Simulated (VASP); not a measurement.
# P in VASP: further runs

Aim: see how the results for P move with the level of theory and the settings. Levels: PBE+D3(BJ), HSE06. Tasks: band structure, phonons.

All numbers are computed with VASP 6.6.1; they aren't measurements. Logs are shortened: lines on timing, memory, paths and dates and some standing lists are left out, and cuts for length are marked.

### 1 The slab as given

The cell holds a slab with vacuum, 8 atoms: a = 3.302 Å, b = 4.328 Å, c = 25.373 Å, α = 90.00°, β = 90.00°, γ = 90.00°.

The slab is cut from a database's or a generator's crystal, which needn't be the stable form of the element.

### 2 Band structure, PBE+D3(BJ)

Contents of INCAR:

```
SYSTEM = P
PREC = Accurate ; ENCUT = 520
EDIFF = 1E-6 ; ISMEAR = 0
SIGMA = 0.03 ; LREAL = .FALSE.
LASPH = .TRUE. ; NELM = 80
ALGO = Normal ; ISIF = 2
LWAVE = .FALSE. ; LCHARG = .FALSE.
LDIPOL = .TRUE. ; IDIPOL = 3
DIPOL = 0.5 0.5 0.500 ; GGA = PE
IVDW = 12 ; NBANDS = 30
LVHAR = .TRUE. ; LVACPOTAV = .TRUE.
```

Contents of KPOINTS:

```
regular mesh
0
G
  6 4 1
  0 0 0
```

Contents of POSCAR:

```
P                                       
1.0
    3.3024505770      0.0000000000      0.0000000000
    0.0000000000      4.3280911477      0.0000000000
    0.0000000000      0.0000000000     25.3727681600
  P             
     8
Direct
     1.0000000000000000    0.5790209307519741    0.3574607572485388
     0.5000000000000000    0.9209790692480259    0.3574607572485388
     0.5000000000000000    0.0783740101432068    0.4416788812404545
     1.0000000000000000    0.4216259898567932    0.4416788812404545
     0.5000000000000000    0.5783740101432069    0.5583211187595455
     1.0000000000000000    0.9216259898567931    0.5583211187595455
     1.0000000000000000    0.0790209307519742    0.6425392427514612
     0.5000000000000000    0.4209790692480258    0.6425392427514612
```

Contents of KPOINTS_OPT:

```
explicit points
4
Reciprocal
 0.0000000000  0.0000000000  0.0000000000 1
 0.5000000000  0.0000000000  0.0000000000 1
 0.5000000000  0.5000000000  0.0000000000 1
 0.0000000000  0.5000000000  0.0000000000 1
```

Potentials or basis: VASP PAW PBE potentials, release 64 (P).

The run is started by

```sh
$ cat potpaw_PBE.64/P/POTCAR > POTCAR
$ mpirun -np 4 vasp_std > vasp.out
```

OUTCAR:

```text
SYSTEM = P
   PREC = Accurate
   ENCUT = 520
   EDIFF = 1E-6
   ISMEAR = 0
   LREAL = .FALSE.
   LASPH = .TRUE.
   NELM = 80
   ISIF = 2
   GGA = PE
   IVDW = 12
 IVDW          = 12

 ion  position               nearest neighbor table
   1  0.000  0.579  0.357-   2 2.22   2 2.22   4 2.24
   2  0.500  0.921  0.357-   1 2.22   1 2.22   3 2.24
   3  0.500  0.078  0.442-   4 2.22   4 2.22   2 2.24
   4  0.000  0.422  0.442-   3 2.22   3 2.22   1 2.24
   5  0.500  0.578  0.558-   6 2.22   6 2.22   8 2.24
   6  0.000  0.922  0.558-   5 2.22   5 2.22   7 2.24
   7  0.000  0.079  0.643-   8 2.22   8 2.22   6 2.24
   8  0.500  0.421  0.643-   7 2.22   7 2.22   5 2.24

  LATTYP: Found a simple orthorhombic cell.
 ALAT       =     3.3024505770
 B/A-ratio  =     1.3105695443
 C/A-ratio  =     7.6830122263

  Lattice vectors:

 A1 = (   3.3024505770,   0.0000000000,   0.0000000000)
 A2 = (   0.0000000000,   4.3280911477,   0.0000000000)
 A3 = (   0.0000000000,   0.0000000000,  25.3727681600)

Analysis of symmetry for initial positions (statically):
=====================================================================
 Subroutine PRICEL returns:
 Original cell was already a primitive cell.

 Routine SETGRP: Setting up the symmetry group for a
 simple orthorhombic supercell.

 Subroutine GETGRP returns: Found  8 space group operations
 (whereof  2 operations were pure point group operations)
 out of a pool of  8 trial point group operations.

The static configuration has the point symmetry C_1h.
 The point group associated with its full space group is D_2h.

Analysis of symmetry for dynamics (positions and initial velocities):
=====================================================================
 Subroutine PRICEL returns:
 Original cell was already a primitive cell.

 Routine SETGRP: Setting up the symmetry group for a
 simple orthorhombic supercell.

 Subroutine GETGRP returns: Found  8 space group operations
 (whereof  2 operations were pure point group operations)
 out of a pool of  8 trial point group operations.

The dynamic configuration has the point symmetry C_1h.
 The point group associated with its full space group is D_2h.

 Subroutine INISYM returns: Found  8 space group operations
 (whereof  2 operations are pure point group operations),
 and found     1 'primitive' translations

----------------------------------------------------------------------------------------

                                     Primitive cell

  volume of cell :     362.6608

  direct lattice vectors                    reciprocal lattice vectors
     3.302450577  0.000000000  0.000000000     0.302805440  0.000000000  0.000000000
     0.000000000  4.328091148  0.000000000     0.000000000  0.231048739  0.000000000
     0.000000000  0.000000000 25.372768160     0.000000000  0.000000000  0.039412333

  length of vectors
     3.302450577  4.328091148 25.372768160     0.302805440  0.231048739  0.039412333

  position of ions in fractional coordinates (direct lattice)
     0.000000000  0.579020931  0.357460757
     0.500000000  0.920979069  0.357460757
     0.500000000  0.078374010  0.441678881
     0.000000000  0.421625990  0.441678881
     0.500000000  0.578374010  0.558321119
     0.000000000  0.921625990  0.558321119
     0.000000000  0.079020931  0.642539243
     0.500000000  0.420979069  0.642539243

  ion indices of the primitive-cell ions
   primitive index   ion index
                 1           1
                 2           2
                 3           3
                 4           4
                 5           5
                 6           6
                 7           7
                 8           8

----------------------------------------------------------------------------------------

 KPOINTS: regular mesh

Automatic generation of k-mesh.
 Grid dimensions read from file:
 generate k-points for:    6    4    1

 Generating k-lattice:

  Cartesian coordinates                     Fractional coordinates (reciprocal lattice)
     0.050467573  0.000000000  0.000000000     0.166666667  0.000000000  0.000000000
     0.000000000  0.057762185  0.000000000     0.000000000  0.250000000  0.000000000
     0.000000000  0.000000000  0.039412333     0.000000000  0.000000000  1.000000000

  Length of vectors
     0.050467573  0.057762185  0.039412333

  Shift w.r.t. Gamma in fractional coordinates (k-lattice)
     0.000000000  0.000000000  0.000000000

 Subroutine IBZKPT returns following result:
 ===========================================

 Found     12 irreducible k-points:

 Following reciprocal coordinates:
            Coordinates               Weight
  0.000000  0.000000  0.000000      1.000000
  0.166667  0.000000  0.000000      2.000000
  0.333333  0.000000  0.000000      2.000000
  0.500000  0.000000  0.000000      1.000000
  0.000000  0.250000  0.000000      2.000000
  0.166667  0.250000  0.000000      4.000000
  0.333333  0.250000  0.000000      4.000000
  0.500000  0.250000  0.000000      2.000000
  0.000000  0.500000  0.000000      1.000000
  0.166667  0.500000  0.000000      2.000000
  0.333333  0.500000  0.000000      2.000000
  0.500000  0.500000  0.000000      1.000000
   k-points           NKPTS =     12   k-points in BZ     NKDIM =     12   number of bands    NBANDS=     32
   number of dos      NEDOS =    301   number of ions     NIONS =      8
   total plane-waves  NPLWV = 172032
   dimension x,y,z NGX =    28 NGY =   32 NGZ =  192
   dimension x,y,z NGXF=    56 NGYF=   64 NGZF=  384
   ions per type =               8
   NGX,Y,Z   is equivalent  to a cutoff of  14.10, 12.29, 12.58 a.u.
   NGXF,Y,Z  is equivalent  to a cutoff of  28.19, 24.58, 25.16 a.u.
 SYSTEM =  P
   PREC   = accura    normal or accurate (medium, high low for compatibility)
   ISTART =      0    job   : 0-new  1-cont  2-samecut
   ICHARG =      2    charge: 1-file 2-atom 10-const
   ISPIN  =      1    spin polarized calculation?
   LNONCOLLINEAR =      F non collinear calculations
   LSORBIT =      F    spin-orbit coupling
   LASPH  =      T    aspherical Exc in radial PAW
   ENCUT  =  520.0 eV  38.22 Ry    6.18 a.u.   6.14  8.05 47.18*2*pi/ulx,y,z
   NELM   =     80;   NELMIN=  2; NELMDL= -5     # of ELM steps
   EDIFF  = 0.1E-05   stopping-criterion for ELM
   LREAL  =      F    real-space projection
   EDIFFG = 0.1E-04   stopping-criterion for IOM
   NSW    =      0    number of steps for IOM
   IBRION =     -1    ionic relax: 0-MD 1-quasi-New 2-CG
   NFREE  =      0    steps in history (QN), initial steepest desc. (CG)
   ISIF   =      2    stress and relaxation
   ISYM   =      2    0-nonsym 1-usesym 2-fastsym
   POTIM  = 0.5000    time-step for ionic-motion
   TEBEG  =    0.0;   TEEND  =   0.0 temperature during run
   PSTRESS=    0.0 pullay stress
   NELECT =      40.0000    total number of electrons
   NUPDOWN=      -1.0000    fix difference up-down
   EMIN   =  10.00;   EMAX   =-10.00  energy-range for DOS
   EFERMI =   0.00;   METHOD = LEGACY
   ISMEAR =     0;   SIGMA  =   0.03  broadening in eV -4-tet -1-fermi 0-gaus
   EFERMI_NEDOS =   21; number of points for ismear=-14 and -15
   IALGO  =     38    algorithm
   IMIX   =      4    mixing-type and parameters
     AMIX     =   0.40;   BMIX     =  1.00
     AMIX_MAG =   1.60;   BMIX_MAG =  1.00
  volume/ion in A,a.u.               =      45.33       305.92
  Fermi-wavevector in a.u.,A,eV,Ry     =   0.785105  1.483634  8.386502  0.616391
  Thomas-Fermi vector in A             =   1.889374
   LORBIT       =      0    0 simple, 1 ext, 2 COOP (PROOUT), +10 PAW based schemes
   GGA     = PE    functional components
   LHFCALC =     F    Hartree Fock is set to
   AEXX    =    0.0000 exact exchange contribution
   IVDW    =    12    specifies the selected vdW correction
   LEPSILON=     F    determine dielectric tensor
   LRPA    =     F    only Hartree local field effects (RPA)
 non-spin polarized calculation
 Gauss-broadening in eV      SIGMA  =   0.03
  energy-cutoff  :      520.00
  volume of cell :      362.66
 maximum number of plane-waves:      9808
 NGX is ok and might be reduce to    28
   NGX = 13   NGY = 17   NGZ = 95

 dipolmoment           0.000000      0.000000      0.000000 electrons x Angstroem

 number of electron      39.9999992 magnetization

 dipolmoment           0.000000      0.000000     -0.000000 electrons x Angstroem

 Free energy of the ion-electron system (eV)
  ---------------------------------------------------
  ext. energy  EPLUGINS =         0.00000000
  ---------------------------------------------------
  free energy    TOTEN  =       -42.81577863 eV

  energy without entropy =      -42.81577186  energy(sigma->0) =      -42.81577524

 E-fermi :   0.2803     XC(G=0):  -4.5052

 val. band max:        0.2109849206   @ k =   0.0000   0.0000   0.0000
 cond. band min:       0.3496124826   @ k =   0.0000   0.0000   0.0000
 fundamental gap:      0.1386275620
 Fermi energy:         0.2802986943

 k-point     1 :       0.0000    0.0000    0.0000
  band No.  band energies     occupation
      1     -15.6425      2.00000
      2     -15.4780      2.00000
      3     -13.0720      2.00000
      4     -12.6913      2.00000
      5      -9.2233      2.00000
      6      -9.1297      2.00000
[... 24 lines left out ...]
     31       4.9575      0.00000
     32       5.4248      0.00000

 k-point     2 :       0.1667    0.0000    0.0000
  band No.  band energies     occupation
      1     -15.3095      2.00000
      2     -15.1472      2.00000
      3     -12.7265      2.00000
      4     -12.3479      2.00000
      5      -9.5023      2.00000
      6      -9.4654      2.00000
[... 24 lines left out ...]
     31       4.5087      0.00000
     32       4.7309      0.00000
[... 313 lines left out ...]
     31       6.1052      0.00000
     32       6.1052      0.00000

 k-point    12 :       0.5000    0.5000    0.0000
  band No.  band energies     occupation
      1     -12.2158      2.00000
      2     -12.2158      2.00000
      3     -12.2158      2.00000
      4     -12.2158      2.00000
      5     -10.1489      2.00000
      6     -10.1489      2.00000
[... 24 lines left out ...]
     31       5.3114      0.00000
     32       5.3114      0.00000

------------------------ aborting loop because EDIFF is reached ----------------------------------------

 Edisp (eV)   -2.52824

 E8    (eV) :    -0.9917

  FORCE on cell =-STRESS in cart. coord.  units (eV):
  Direction    XX          YY          ZZ          XY          YZ          ZX
  --------------------------------------------------------------------------------------
  -------------------------------------------------------------------------------------
  Total       0.68364     0.02812    -0.36604     0.00000    -0.00000     0.00000
  in kB       3.02019     0.12424    -1.61709     0.00000    -0.00000     0.00000
  external pressure =        0.51 kB  Pullay stress =        0.00 kB

 VOLUME and BASIS-vectors are now :
 -----------------------------------------------------------------------------
  energy-cutoff  :      520.00
  volume of cell :      362.66
      direct lattice vectors                 reciprocal lattice vectors
     3.302450577  0.000000000  0.000000000     0.302805440  0.000000000  0.000000000
     0.000000000  4.328091148  0.000000000     0.000000000  0.231048739  0.000000000
     0.000000000  0.000000000 25.372768160     0.000000000  0.000000000  0.039412333

 POSITION                                       TOTAL-FORCE (eV/Angst)
 -----------------------------------------------------------------------------------
      0.00000      2.50606      9.06977        -0.000000     -0.026992      0.034666
      1.65123      3.98608      9.06977         0.000000      0.026992      0.034666
      1.65123      0.33921     11.20662         0.000000     -0.021367     -0.028932
      0.00000      1.82484     11.20662        -0.000000      0.021367     -0.028932
      1.65123      2.50326     14.16615         0.000000     -0.021367      0.028932
      0.00000      3.98888     14.16615        -0.000000      0.021367      0.028932
      0.00000      0.34201     16.30300        -0.000000     -0.026992     -0.034666
      1.65123      1.82204     16.30300         0.000000      0.026992     -0.034666
 -----------------------------------------------------------------------------------
    total drift:                               -0.000000     -0.000000      0.000000

  FREE ENERGIE OF THE ION-ELECTRON SYSTEM (eV)
  ---------------------------------------------------
  free  energy   TOTEN  =       -45.3440143612 eV

  energy  without entropy=      -45.3440075847  energy(sigma->0) =      -45.34401097

 vacuum level on the upper side and lower side of the slab         4.604         4.604
```

Wall time 51 s (4 MPI ranks of Intel Xeon Platinum 8488C (Sapphire Rapids), shared host); peak memory 0.25 GiB.

What came out:

```yaml
Free_energy: -45.3440 eV
Largest_force: 0.044 eV/Å
Band_gap_on_the_k_mesh: 0.14 eV, direct
Band_gap_along_the_path: 0.14 eV, direct
Dispersion_energy_per_atom: -0.316 eV
Ionisation_potential_of_the_upper_face: 4.39 eV
```

Forces in eV/Å, atoms in the order of the input:
```
P    0.000 -0.027  0.035
P    0.000  0.027  0.035
P    0.000 -0.021 -0.029
P    0.000  0.021 -0.029
P    0.000 -0.021  0.029
P    0.000  0.021  0.029
P    0.000 -0.027 -0.035
P    0.000  0.027 -0.035
```

PBE gaps usually lie below the measured ones, often by a third to a half.

[end of part 1 of 2]
